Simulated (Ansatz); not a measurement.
**Lattice vibrations of BiTe at Γ**

Computed with DFT PBEsol, scalar-relativistic, plane waves, PAW in Ansatz. Plane waves to 420 eV; Γ-centred k mesh 12×12×12; Fermi-Dirac smearing of 0.15 eV. No spin polarisation. Phonons by linear response, acoustic sum rule imposed.

Equilibrium structure at this level:
```xyz
2
Lattice="0.0000 3.2006 3.2006 3.2006 0.0000 3.2006 3.2006 3.2006 0.0000" Properties=species:S:1:pos:R:3 pbc="T T T"
Bi    0.0000    0.0000    0.0000
Te    3.2006    3.2006    3.2006
```

In a metal, frequencies and elastic constants depend on the k mesh and the smearing, soft modes and shear constants most. Spin–orbit coupling is left out, which can shift energies with elements as heavy as these.

Optical modes at Γ; i marks an imaginary frequency:
```csv
frequency (cm⁻¹),degeneracy
97,3
```

All 3 optical modes at Γ are real: no displacement of atoms at fixed cell lowers the energy to second order. Strains and modes at other wave vectors aren't tested by this run.